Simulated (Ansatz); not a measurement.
# In (Im-3m) in Ansatz: notebook

One crystal, In, is run at these levels: LDA; tasks: single point, equation of state.

All numbers are computed with Ansatz 0.2.0; they aren't measurements. Logs are shortened: lines on timing, memory, paths and dates and some standing lists are left out, and cuts for length are marked.

**1. Starting point**

Symmetry: Im-3m, No. 229, cubic system. The conventional cell has a = 3.765 Å, b = 3.765 Å, c = 3.765 Å, α = 90.00°, β = 90.00°, γ = 90.00°. In (site symmetry m-3m) has 8 In at 3.26 Å as nearest neighbours.

This isn't the form of In at room conditions, which is tetragonal.

**2. Single point, LDA, 25.08 Å³/atom (volume scaled by 0.94)**

Contents of input.yaml:

```yaml
crystal:
  lattice:
    - [-1.8440955744, 1.8440955744, 1.8440955744]
    - [1.8440955744, -1.8440955744, 1.8440955744]
    - [1.8440955744, 1.8440955744, -1.8440955744]
  atoms:
    - { symbol: In, position: [0.0, 0.0, 0.0] }
kpoints:
  mp_grid: { grid: [10, 10, 10] }
scf:
  occupations: { method: fermi_dirac, width: 0.05 }
hamiltonian:
  xc: lda
  pseudopotentials: { kind: all_electron, lapw: { basis_error: 0.001 } }
output:
  forces: true
  stress: true
  eigenvalues: true
```

Potentials or basis: all-electron LAPW, scalar-relativistic.

On the command line:

```
$ ansatz run input.yaml --threads 1 --pin off --max-ram 3072MiB --backend cpu --events-out ev --progress --plain --runs-dir out
```

The program printed:

```text
Warning: RAYON_NUM_THREADS=1 ignored (pool sized by the plan → 1); use --threads N
LAPW: plane waves up to 7.014 Å⁻¹, error target 1.0e-3 eV per atom; small_component_spin mean_spin; In in spheres of 1.597 Å, 21 of its electrons in bands, Dirac shells [] (how accurate: hamiltonian.pseudopotentials.lapw.basis_error, Limitations)
Engine: ansatz 0.2.0, x86_64-unknown-linux-gnu
Pseudopotentials: kind: all_electron
Pseudopotential: In, LAPW, valence charge 21, lapw/all_electron/scalar/gaussian/In, Koelling and Harmon's equation, gaussian nucleus
Functional definition: SPW92
  exchange = slater_x
  correlation = pw_c
Crystal: 1 atoms, lattice volume = 25.085 Å³
Basis set: ecut = 187.4303007839809 eV, 141 PW (Γ), exchange–correlation at level 2
Bands: 15, of which v1, the nominal top of the filled ones, is band 11 counted from 1 (10 counted from 0)
Symmetry: 48 space group operations
Space group: Im-3m (ITA 229), of the structure as read, at distance tolerance 2.9e-5 Å
k-points: 47 of 1000
Non-local potential: In, projectors of the file, none
Initial density: superposition of atomic densities (chi_scale 0.1, normalization cell)
Initial wavefunctions: plane waves of lowest kinetic energy (no species holds an atomic orbital)
Functional: x = slater, c = lda
iter 1 solved again at ethr=2.86e-5 eV; its pass at ethr=1.00e-1 eV (dr2=6.00e-3 eV) is discarded
SCF iter   1: F=—  HF=-159905.484694 eV  |F-HF|=—  |Δ(HF+E_count)|=         —  Δρ=5.84e-3  dr2=6.04e-3  ethr=2.86e-5  ⟨swp⟩=3.6  Hψ=5163  notcnv=0
preconditioner: auto → Kerker (q_TF=auto, 2.649 Å⁻¹)  [metal: Δε(μ)=0.053 eV  Ē_g=19.686 eV  σ=0.050 eV  W_gap=0.26  n_scr=12 (ndim 8)  ℏωp=26.7 eV  f_vac=0.000  D(μ)=0.69/eV (n_scr^D=0)]
SCF iter   2: F=—  HF=-159905.450809 eV  |F-HF|=—  |Δ(HF+E_count)|=   3.39e-2  Δρ=2.93e-3  dr2=1.80e-3  ethr=2.86e-5  ⟨swp⟩=2.0  Hψ=2039  notcnv=0
SCF iter   3: F=—  HF=-159905.448006 eV  |F-HF|=—  |Δ(HF+E_count)|=   2.80e-3  Δρ=1.96e-3  dr2=9.36e-4  ethr=8.58e-6  ⟨swp⟩=2.0  Hψ=2000  notcnv=0
SCF iter   4: F=—  HF=-159905.447500 eV  |F-HF|=—  |Δ(HF+E_count)|=   5.05e-4  Δρ=8.24e-4  dr2=2.21e-4  ethr=4.46e-6  ⟨swp⟩=2.0  Hψ=1999  notcnv=0
iter 5 solved again at ethr=8.61e-8 eV; its pass at ethr=1.05e-6 eV (dr2=1.81e-5 eV) is discarded
SCF iter   5: F=—  HF=-159905.447553 eV  |F-HF|=—  |Δ(HF+E_count)|=   5.27e-5  Δρ=2.18e-4  dr2=1.81e-5  ethr=8.61e-8  ⟨swp⟩=2.0  Hψ=3386  notcnv=0
SCF iter   6: F=—  HF=-159905.447554 eV  |F-HF|=—  |Δ(HF+E_count)|=   1.35e-6  Δρ=5.80e-5  dr2=6.40e-7  ethr=8.60e-8  ⟨swp⟩=2.0  Hψ=1997  notcnv=0
SCF iter   7: F=-159905.447555 eV  HF=-159905.447555 eV  |F-HF|=5.06e-9  |Δ(HF+E_count)|=   1.26e-7  Δρ=9.09e-6  dr2=1.47e-8  ethr=3.05e-9  ⟨swp⟩=2.0  Hψ=1997  notcnv=0
SCF 1 converged in 7 iterations: F = -159905.447555 eV  dr2 = 1.47e-8
SCF converged after 7 iterations
Free energy (F): -159905.447555 eV
Harris-Foulkes:  -159905.447555 eV  (|F-HF|=5.06e-9)
Internal energy: -159905.442169 eV  (E = F + TS)
E sigma→0 (E₀):  -159905.444862 eV
Entropy (-TS):   -0.005386 eV (-5.386 meV/atom)
Fermi energy:    13.841649 eV
--- Per-component energies (eV) ---
  E_band       = -536.336706
  E_kinetic    = 167794.565095
  E_xc         = -4210.624430
  E_electrostatic = -323489.382834  (all electrons and nuclei)
  E_smearing   = -0.005386  (= −TS)
  E_closure    = 0.000000  (closes the sum)
  E_atoms      = -159902.245388  (free atoms, spherical and without spin; not in F)
  Σ components = -159905.447555   (vs F -159905.447555, Δ=0.00e0)
  Basis errors (estimates in eV, not in F): energy 2.4e-4 per atom: plane waves 2.3e-4 (1.2e-4 summed), levels above the bands 1.8e-112, relativity 1.9e-9, radial functions 2.7e-6, core shells 2.0e-9; eigenvalues (radial functions only) 3.9e-5; not estimated: angular momenta, meshes, grids; target (lapw.basis_error) 1.0e-3; muffin-tin radii In 1.597 Å
--- Forces (eV/Å), atoms counted from 1 ---
  atom   1  In    -0.00000000    -0.00000000     0.00000000
  max |Σ_I F_I| component: 3.62e-31 eV/Å
--- Stress (GPa, compression-positive) ---
       -0.491387      -0.000000       0.000000
       -0.000000      -0.491387       0.000000
        0.000000       0.000000      -0.491387
  P = ⅓ Tr σ = -0.4914 GPa (-4.914 kbar)
--- Band table (eV; the first three rows and the last of 47) ---
  k-point 0: bands = ["-101.1620", "-59.7495", "-59.7495", "-59.7495", "-0.7104", "-0.7104", "-0.7104", "-0.3949", "-0.3949", "4.0512", "25.3319", "25.3319", "25.3319", "27.1345", "27.1345"]
  k-point 1: bands = ["-101.1619", "-59.7505", "-59.7499", "-59.7495", "-0.7228", "-0.7000", "-0.6639", "-0.4079", "-0.3952", "4.2911", "23.1500", "24.3024", "24.7408", "26.1922", "26.4894"]
  k-point 2: bands = ["-101.1617", "-59.7531", "-59.7510", "-59.7494", "-0.7552", "-0.6871", "-0.5399", "-0.4329", "-0.3960", "5.0209", "19.5328", "22.6276", "23.4772", "25.4301", "25.5890"]
  k-point 46: bands = ["-101.1607", "-59.7582", "-59.7582", "-59.7582", "-0.8400", "-0.8400", "-0.2465", "-0.2465", "-0.2465", "15.0625", "15.1481", "15.1481", "15.1481", "19.4246", "19.4246"]
```

Run time: 1.9 s. Hardware: 1 thread of Intel Xeon 6975P-C (Granite Rapids), shared host; peak memory 0.28 GiB.

Results:

| Item | Value |
| --- | --- |
| Free energy | -159905.4476 eV |
| Pressure | -0.5 GPa |
| Band gap on the k mesh | none (metal or under the smearing width) |

**3. Single point, LDA, 25.62 Å³/atom (volume scaled by 0.96)**

Changes to input.yaml since step 2:

```diff
@@ -2,5 +2,5 @@
   lattice:
-    - [-1.8440955744, 1.8440955744, 1.8440955744]
-    - [1.8440955744, -1.8440955744, 1.8440955744]
-    - [1.8440955744, 1.8440955744, -1.8440955744]
+    - [-1.8570825908, 1.8570825908, 1.8570825908]
+    - [1.8570825908, -1.8570825908, 1.8570825908]
+    - [1.8570825908, 1.8570825908, -1.8570825908]
   atoms:
```

Potentials or basis: all-electron LAPW, scalar-relativistic.

On the command line:

```
$ ansatz run input.yaml --threads 1 --pin off --max-ram 3072MiB --backend cpu --events-out ev --progress --plain --runs-dir out
```

Run time: 2 s. Hardware: 1 thread of Intel Xeon 6975P-C (Granite Rapids), shared host; peak memory 0.28 GiB.

The run converged. Its results:

| Property | Result |
| --- | --- |
| Free energy | -159905.4444 eV |
| Pressure | -1.4 GPa |
| Band gap on the k mesh | none (metal or under the smearing width) |

**4. Single point, LDA, 26.15 Å³/atom (volume scaled by 0.98)**

Changes to input.yaml since step 3:

```diff
@@ -2,5 +2,5 @@
   lattice:
-    - [-1.8570825908, 1.8570825908, 1.8570825908]
-    - [1.8570825908, -1.8570825908, 1.8570825908]
-    - [1.8570825908, 1.8570825908, -1.8570825908]
+    - [-1.8698904617, 1.8698904617, 1.8698904617]
+    - [1.8698904617, -1.8698904617, 1.8698904617]
+    - [1.8698904617, 1.8698904617, -1.8698904617]
   atoms:
```

On the command line:

```
$ ansatz run input.yaml --threads 1 --pin off --max-ram 3072MiB --backend cpu --events-out ev --progress --plain --runs-dir out
```

Run time: 2 s. Hardware: 1 thread of Intel Xeon 6975P-C (Granite Rapids), shared host; peak memory 0.28 GiB.

It converged, with:

```
Free energy            : -159905.4385 eV
Pressure               : -2.1 GPa
Band gap on the k mesh : none (metal or under the smearing width)
```

**5. Single point, LDA, 26.69 Å³/atom**

Changes to input.yaml since step 4:

```diff
@@ -2,5 +2,5 @@
   lattice:
-    - [-1.8698904617, 1.8698904617, 1.8698904617]
-    - [1.8698904617, -1.8698904617, 1.8698904617]
-    - [1.8698904617, 1.8698904617, -1.8698904617]
+    - [-1.88252524, 1.88252524, 1.88252524]
+    - [1.88252524, -1.88252524, 1.88252524]
+    - [1.88252524, 1.88252524, -1.88252524]
   atoms:
```

On the command line:

```
$ ansatz run input.yaml --threads 1 --pin off --max-ram 3072MiB --backend cpu --events-out ev --progress --plain --runs-dir out
```

Run time: 2.1 s. Hardware: 1 thread of Intel Xeon 6975P-C (Granite Rapids), shared host; peak memory 0.27 GiB.

It converged, with:

| Item | Value |
| --- | --- |
| Free energy | -159905.4302 eV |
| Pressure | -2.8 GPa |
| Band gap on the k mesh | none (metal or under the smearing width) |

**6. Single point, LDA, 27.22 Å³/atom (volume scaled by 1.02)**

Changes to input.yaml since step 5:

```diff
@@ -2,5 +2,5 @@
   lattice:
-    - [-1.88252524, 1.88252524, 1.88252524]
-    - [1.88252524, -1.88252524, 1.88252524]
-    - [1.88252524, 1.88252524, -1.88252524]
+    - [-1.8949926579, 1.8949926579, 1.8949926579]
+    - [1.8949926579, -1.8949926579, 1.8949926579]
+    - [1.8949926579, 1.8949926579, -1.8949926579]
   atoms:
```

Potentials or basis: all-electron LAPW, scalar-relativistic.

On the command line:

```
$ ansatz run input.yaml --threads 1 --pin off --max-ram 3072MiB --backend cpu --events-out ev --progress --plain --runs-dir out
```

Wall time 2.1 s (1 thread of Intel Xeon 6975P-C (Granite Rapids), shared host); peak memory 0.28 GiB.

Results (log left out):

- Free energy: -159905.4197 eV
- Pressure: -3.4 GPa
- Band gap on the k mesh: none (metal or under the smearing width)

**7. Single point, LDA, 27.75 Å³/atom (volume scaled by 1.04)**

Changes to input.yaml since step 6:

```diff
@@ -2,5 +2,5 @@
   lattice:
-    - [-1.8949926579, 1.8949926579, 1.8949926579]
-    - [1.8949926579, -1.8949926579, 1.8949926579]
-    - [1.8949926579, 1.8949926579, -1.8949926579]
+    - [-1.9072981498, 1.9072981498, 1.9072981498]
+    - [1.9072981498, -1.9072981498, 1.9072981498]
+    - [1.9072981498, 1.9072981498, -1.9072981498]
   atoms:
```

On the command line:

```
$ ansatz run input.yaml --threads 1 --pin off --max-ram 3072MiB --backend cpu --events-out ev --progress --plain --runs-dir out
```

It took 2 s on 1 thread of Intel Xeon 6975P-C (Granite Rapids), shared host; peak memory 0.27 GiB.

Results (log left out):

* Free energy: -159905.4073 eV
* Pressure: -4.0 GPa
* Band gap on the k mesh: none (metal or under the smearing width)

**8. Single point, LDA, 28.29 Å³/atom (volume scaled by 1.06)**

Changes to input.yaml since step 7:

```diff
@@ -2,5 +2,5 @@
   lattice:
-    - [-1.9072981498, 1.9072981498, 1.9072981498]
-    - [1.9072981498, -1.9072981498, 1.9072981498]
-    - [1.9072981498, 1.9072981498, -1.9072981498]
+    - [-1.9194468732, 1.9194468732, 1.9194468732]
+    - [1.9194468732, -1.9194468732, 1.9194468732]
+    - [1.9194468732, 1.9194468732, -1.9194468732]
   atoms:
```

On the command line:

```
$ ansatz run input.yaml --threads 1 --pin off --max-ram 3072MiB --backend cpu --events-out ev --progress --plain --runs-dir out
```

It took 2.2 s on 1 thread of Intel Xeon 6975P-C (Granite Rapids), shared host; peak memory 0.28 GiB.

The run converged. Its results:

| Item | Value |
| --- | --- |
| Free energy | -159905.3931 eV |
| Pressure | -4.5 GPa |
| Band gap on the k mesh | none (metal or under the smearing width) |

**9. Equation of state, LDA**

Potentials or basis: all-electron LAPW, scalar-relativistic.

This step only gathers the single runs of the series.

Results:

* Equilibrium volume: 24.81 Å³/atom (rough: see the caveat)
* Bulk modulus: 46 GPa (rough)

Energy against volume, from the lowest point:
```csv
volume (Å³/atom),energy (meV/atom)
25.085,0.00
25.618,3.14
26.152,9.03
26.686,17.36
27.220,27.86
27.753,40.29
28.287,54.41
```

Caveat: the minimum lies outside the volumes run.
